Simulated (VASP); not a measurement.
# TiO2 (I4_1/amd) in VASP: relaxation of cell and atoms with PBE

Aim: the relaxation of cell and atoms of TiO2 with PBE.

All numbers are computed with VASP 6.6.1; they aren't measurements. Logs are shortened: lines on timing, memory, paths and dates and some standing lists are left out, and cuts for length are marked.

## Step 1: The crystal as given

The structure is tetragonal, space group I4_1/amd (No. 141). The conventional cell has a = 3.784 Å, b = 3.784 Å, c = 9.515 Å, α = 90.00°, β = 90.00°, γ = 90.00°. Around Ti (site symmetry -4m2) lie 6 O at 1.93 to 1.98 Å. O (site symmetry 2mm) has 3 Ti at 1.93 to 1.98 Å as nearest neighbours.

## Step 2: Relaxation of cell and atoms, PBE

File INCAR:

```
ALGO = Normal ; EDIFF = 1E-7
EDIFFG = -0.004 ; ENCUT = 600
GGA = PE ; IBRION = 2
ISIF = 3 ; ISMEAR = 0
LASPH = True ; LCHARG = False
LREAL = False ; LWAVE = False
NELM = 80 ; NSW = 80
PREC = Accurate ; SIGMA = 0.02
```

File KPOINTS:

```
k-points
0
Gamma
  10 10 10
```

File POSCAR:

```
TiO2
1.0
   -1.8921000000      1.8921000000      4.7573000000
    1.8921000000     -1.8921000000      4.7573000000
    1.8921000000      1.8921000000     -4.7573000000
Ti O
2 4
Direct
    0.0000000000      0.0000000000      0.0000000000
    0.7500000000      0.2500000000      0.5000000000
    0.2081000000      0.2081000000      0.0000000000
    0.9581000000      0.4581000000      0.5000000000
    0.5419000000      0.0419000000      0.5000000000
    0.7919000000      0.7919000000      0.0000000000
```

Potentials or basis: VASP PAW PBE potentials, release 64 (Ti_sv, O).

The run is started by

```bash
> cat potpaw_PBE.64/Ti_sv/POTCAR potpaw_PBE.64/O/POTCAR > POTCAR
> mpirun -np 1 vasp_std > vasp.out
```

OUTCAR:

```text
EDIFF = 1E-7
   EDIFFG = -0.004
   ENCUT = 600
   GGA = PE
   IBRION = 2
   ISIF = 3
   ISMEAR = 0
   LASPH = True
   LREAL = False
   NELM = 80
   NSW = 80
   PREC = Accurate

 ion  position               nearest neighbor table
   1  0.000  0.000  0.000-   5 1.93   4 1.93   5 1.93   4 1.93   3 1.98   6 1.98
   2  0.750  0.250  0.500-   6 1.93   3 1.93   6 1.93   3 1.93   4 1.98   5 1.98
   3  0.208  0.208  0.000-   2 1.93   2 1.93   1 1.98
   4  0.958  0.458  0.500-   1 1.93   1 1.93   2 1.98
   5  0.542  0.042  0.500-   1 1.93   1 1.93   2 1.98
   6  0.792  0.792  0.000-   2 1.93   2 1.93   1 1.98

  LATTYP: Found a body centered tetragonal cell.
 ALAT       =     3.7842000000
 C/A-ratio  =     2.5142962846

  Lattice vectors:

 A1 = (  -1.8921000000,   1.8921000000,   4.7573000000)
 A2 = (   1.8921000000,  -1.8921000000,   4.7573000000)
 A3 = (   1.8921000000,   1.8921000000,  -4.7573000000)

Analysis of symmetry for initial positions (statically):
=====================================================================
 Subroutine PRICEL returns:
 Original cell was already a primitive cell.

 Routine SETGRP: Setting up the symmetry group for a
 body centered tetragonal supercell.

 Subroutine GETGRP returns: Found 16 space group operations
 (whereof  8 operations were pure point group operations)
 out of a pool of 16 trial point group operations.

The static configuration has the point symmetry D_2d.
 The point group associated with its full space group is D_4h.

Analysis of symmetry for dynamics (positions and initial velocities):
=====================================================================
 Subroutine PRICEL returns:
 Original cell was already a primitive cell.

 Routine SETGRP: Setting up the symmetry group for a
 body centered tetragonal supercell.

 Subroutine GETGRP returns: Found 16 space group operations
 (whereof  8 operations were pure point group operations)
 out of a pool of 16 trial point group operations.

The dynamic configuration has the point symmetry D_2d.
 The point group associated with its full space group is D_4h.

 Subroutine INISYM returns: Found 16 space group operations
 (whereof  8 operations are pure point group operations),
 and found     1 'primitive' translations

----------------------------------------------------------------------------------------

                                     Primitive cell

  volume of cell :      68.1253

  direct lattice vectors                    reciprocal lattice vectors
    -1.892100000  1.892100000  4.757300000     0.000000000  0.264256646  0.105101633
     1.892100000 -1.892100000  4.757300000     0.264256646  0.000000000  0.105101633
     1.892100000  1.892100000 -4.757300000     0.264256646  0.264256646  0.000000000

  length of vectors
     5.458203744  5.458203744  5.458203744     0.284390450  0.284390450  0.373715333

  position of ions in fractional coordinates (direct lattice)
     0.000000000  0.000000000  0.000000000
     0.750000000  0.250000000  0.500000000
     0.208100000  0.208100000  0.000000000
     0.958100000  0.458100000  0.500000000
     0.541900000  0.041900000  0.500000000
     0.791900000  0.791900000  0.000000000

  ion indices of the primitive-cell ions
   primitive index   ion index
                 1           1
                 2           2
                 3           3
                 4           4
                 5           5
                 6           6

----------------------------------------------------------------------------------------

 KPOINTS: k-points

Automatic generation of k-mesh.
 Grid dimensions read from file:
 generate k-points for:   10   10   10

 Generating k-lattice:

  Cartesian coordinates                     Fractional coordinates (reciprocal lattice)
     0.000000000  0.026425665  0.010510163     0.100000000  0.000000000  0.000000000
     0.026425665  0.000000000  0.010510163     0.000000000  0.100000000  0.000000000
     0.026425665  0.026425665  0.000000000     0.000000000  0.000000000  0.100000000

  Length of vectors
     0.028439045  0.028439045  0.037371533

  Shift w.r.t. Gamma in fractional coordinates (k-lattice)
     0.000000000  0.000000000  0.000000000

 Subroutine IBZKPT returns following result:
 ===========================================

 Found    102 irreducible k-points:

 Following reciprocal coordinates:
            Coordinates               Weight
  0.000000  0.000000  0.000000      1.000000
  0.100000 -0.000000  0.000000      8.000000
  0.200000 -0.000000  0.000000      8.000000
  0.300000 -0.000000  0.000000      8.000000
  0.400000  0.000000  0.000000      8.000000
  0.500000  0.000000  0.000000      4.000000
[... 16 lines left out ...]
  0.300000  0.300000  0.000000      8.000000
  0.400000  0.300000  0.000000     16.000000
 [... further k-points ...]
   k-points           NKPTS =    102   k-points in BZ     NKDIM =    102   number of bands    NBANDS=     28
   number of dos      NEDOS =    301   number of ions     NIONS =      6
   total plane-waves  NPLWV = 110592
   dimension x,y,z NGX =    48 NGY =   48 NGZ =   48
   dimension x,y,z NGXF=    96 NGYF=   96 NGZF=   96
   ions per type =               2   4
   NGX,Y,Z   is equivalent  to a cutoff of  14.62, 14.62, 14.62 a.u.
   NGXF,Y,Z  is equivalent  to a cutoff of  29.24, 29.24, 29.24 a.u.
 SYSTEM =  unknown system
   PREC   = accura    normal or accurate (medium, high low for compatibility)
   ISTART =      0    job   : 0-new  1-cont  2-samecut
   ICHARG =      2    charge: 1-file 2-atom 10-const
   ISPIN  =      1    spin polarized calculation?
   LNONCOLLINEAR =      F non collinear calculations
   LSORBIT =      F    spin-orbit coupling
   LASPH  =      T    aspherical Exc in radial PAW
   ENCUT  =  600.0 eV  44.10 Ry    6.64 a.u.  10.90 10.90 10.90*2*pi/ulx,y,z
   NELM   =     80;   NELMIN=  2; NELMDL= -5     # of ELM steps
   EDIFF  = 0.1E-06   stopping-criterion for ELM
   LREAL  =      F    real-space projection
   EDIFFG = -.4E-02   stopping-criterion for IOM
   NSW    =     80    number of steps for IOM
   IBRION =      2    ionic relax: 0-MD 1-quasi-New 2-CG
   NFREE  =      1    steps in history (QN), initial steepest desc. (CG)
   ISIF   =      3    stress and relaxation
   ISYM   =      2    0-nonsym 1-usesym 2-fastsym
   POTIM  = 0.5000    time-step for ionic-motion
   TEBEG  =    0.0;   TEEND  =   0.0 temperature during run
   PSTRESS=    0.0 pullay stress
   NELECT =      48.0000    total number of electrons
   NUPDOWN=      -1.0000    fix difference up-down
   EMIN   =  10.00;   EMAX   =-10.00  energy-range for DOS
   EFERMI =   0.00;   METHOD = LEGACY
   ISMEAR =     0;   SIGMA  =   0.02  broadening in eV -4-tet -1-fermi 0-gaus
   EFERMI_NEDOS =   21; number of points for ismear=-14 and -15
   IALGO  =     38    algorithm
   IMIX   =      4    mixing-type and parameters
     AMIX     =   0.40;   BMIX     =  1.00
     AMIX_MAG =   1.60;   BMIX_MAG =  1.00
  volume/ion in A,a.u.               =      11.35        76.62
  Fermi-wavevector in a.u.,A,eV,Ry     =   1.456752  2.752862 28.873289  2.122127
  Thomas-Fermi vector in A             =   2.573634
   LORBIT       =      0    0 simple, 1 ext, 2 COOP (PROOUT), +10 PAW based schemes
   GGA     = PE    functional components
   LHFCALC =     F    Hartree Fock is set to
   AEXX    =    0.0000 exact exchange contribution
   IVDW    =     0    specifies the selected vdW correction
   LEPSILON=     F    determine dielectric tensor
   LRPA    =     F    only Hartree local field effects (RPA)
 conjugate gradient relaxation of ions
 non-spin polarized calculation
 Gauss-broadening in eV      SIGMA  =   0.02
  energy-cutoff  :      600.00
  volume of cell :       68.13
 maximum number of plane-waves:      2300
 NGX is ok and might be reduce to    48
   NGX = 21   NGY = 21   NGZ = 21

--------------------------------------- Ionic step        1  -------------------------------------------

 number of electron      47.9999997 magnetization

 Free energy of the ion-electron system (eV)
  ---------------------------------------------------
  ext. energy  EPLUGINS =         0.00000000
  ---------------------------------------------------
  free energy    TOTEN  =       -53.83472551 eV

  energy without entropy =      -53.83472551  energy(sigma->0) =      -53.83472551

------------------------ aborting loop because EDIFF is reached ----------------------------------------

  FORCE on cell =-STRESS in cart. coord.  units (eV):
  Direction    XX          YY          ZZ          XY          YZ          ZX
  --------------------------------------------------------------------------------------
  -------------------------------------------------------------------------------------
  Total        2.2015659      2.2015659      2.7910881      0.0000000      0.0000000      0.0000000
  in kB       51.7766056     51.7766056     65.6410362      0.0000000      0.0000000      0.0000000
  external PRESSURE =      56.3980824 kB  Pullay stress =       0.0000000 kB
[... 101 lines left out ...]
  FREE ENERGIE OF THE ION-ELECTRON SYSTEM (eV)
  ---------------------------------------------------
  free  energy   TOTEN  =       -53.8654619232 eV

  energy  without entropy=      -53.8654619232  energy(sigma->0) =      -53.86546192

[... ionic steps 4 to 8 ...]

--------------------------------------- Ionic step        9  -------------------------------------------

 number of electron      47.9999998 magnetization

------------------------ aborting loop because EDIFF is reached ----------------------------------------
[... 75 lines left out ...]
--------------------------------------- Ionic step       11  -------------------------------------------

 number of electron      47.9999998 magnetization

 Free energy of the ion-electron system (eV)
  ---------------------------------------------------
  ext. energy  EPLUGINS =         0.00000000
  ---------------------------------------------------
  free energy    TOTEN  =       -53.86893985 eV

  energy without entropy =      -53.86893985  energy(sigma->0) =      -53.86893985

 E-fermi :   3.2821     XC(G=0): -10.5805

 val. band max:        3.1201550164   @ k =  -0.4000   0.4000   0.0000
 cond. band min:       5.2276601419   @ k =   0.0000   0.0000   0.0000
 fundamental gap:      2.1075051255
 Fermi energy:         3.2821284918

 k-point     1 :       0.0000    0.0000    0.0000
  band No.  band energies     occupation
      1     -53.3453      2.00000
      2     -53.2948      2.00000
      3     -29.7709      2.00000
      4     -29.5544      2.00000
      5     -29.5544      2.00000
      6     -29.4936      2.00000
[... 733 lines left out ...]
     27       6.5374      0.00000
     28       6.6935      0.00000

 [... further k-points ...]

------------------------ aborting loop because EDIFF is reached ----------------------------------------

  FORCE on cell =-STRESS in cart. coord.  units (eV):
  Direction    XX          YY          ZZ          XY          YZ          ZX
  --------------------------------------------------------------------------------------
  -------------------------------------------------------------------------------------
  Total        0.0038868      0.0038868      0.0151535      0.0000000     -0.0000000      0.0000000
  in kB        0.0887673      0.0887673      0.3460729      0.0000000     -0.0000000      0.0000000
  external PRESSURE =       0.1745359 kB  Pullay stress =       0.0000000 kB
[... 21 lines left out ...]
  FREE ENERGIE OF THE ION-ELECTRON SYSTEM (eV)
  ---------------------------------------------------
  free  energy   TOTEN  =       -53.8689398538 eV

  energy  without entropy=      -53.8689398538  energy(sigma->0) =      -53.86893985

 reached required accuracy - stopping structural energy minimisation
```

Wall time 26 min (1 thread of Intel Xeon Platinum 8559C (Emerald Rapids), shared host); peak memory 0.5 GiB.

Results:

| Property | Result |
| --- | --- |
| Free energy | -53.8689 eV |
| Relaxed volume | 11.69 Å³/atom |
| Relaxed cell | a = 5.548 Å, b = 5.548 Å, c = 5.548 Å, α = 139.93°, β = 139.93°, γ = 57.96° |
| Space group after relaxing (to 0.05 Å) | I4_1/amd (No. 141) |
| Energy gained by relaxing | 5.7 meV/atom |
| Ionic steps | 11 |
| Pressure after relaxing | 0.0 GPa |
| Band gap on the k mesh | 2.11 eV, indirect (least direct gap 2.40 eV) |

Step by step:
```csv
step,energy change (eV),largest force (eV/Å),pressure (GPa),volume (Å³)
1,0.0000,0.1231,5.64,68.13
2,0.0178,0.3182,-6.24,72.14
3,-0.0307,0.0869,0.03,69.86
4,-0.0307,0.0830,0.14,69.83
5,-0.0317,0.0438,0.08,69.91
6,-0.0323,0.0127,-0.01,70.03
7,-0.0330,0.0080,-0.07,70.08
8,-0.0341,0.0044,-0.28,70.22
9,-0.0341,0.0071,-0.32,70.26
10,-0.0341,0.0082,0.25,70.08
11,-0.0342,0.0016,0.02,70.15
```

Final structure:
```
CELL_PARAMETERS angstrom
-1.90092 1.90092 4.85365
1.90092 -1.90092 4.85365
1.90092 1.90092 -4.85365
ATOMIC_POSITIONS crystal
Ti 0.00000 0.00000 0.00000
Ti 0.75000 0.25000 0.50000
O 0.20649 0.20649 0.00000
O 0.95649 0.45649 0.50000
O 0.54351 0.04351 0.50000
O 0.79351 0.79351 0.00000
```

Levels at points of the mesh, in eV from the valence-band top:
```csv
k point,band 20,band 21,band 22,band 23,band 24,band 25,band 26,band 27,band 28
"(0.00, 0.00, 0.00)",-0.79,-0.79,-0.78,-0.41,-0.41,2.11,2.77,3.95,3.95
"(0.50, 0.00, 0.00)",-1.89,-1.87,-0.87,-0.85,-0.63,3.18,3.45,3.50,3.51
"(0.50, 0.50, 0.00)",-2.56,-1.97,-1.97,-0.04,-0.04,3.20,3.20,3.67,3.67
"(0.50, 0.50, 0.50)",-1.32,-1.23,-1.23,-0.09,-0.09,2.43,2.43,3.68,3.68
```

A k mesh can miss the band edges. PBE usually gives volumes a little too large and moduli too small.
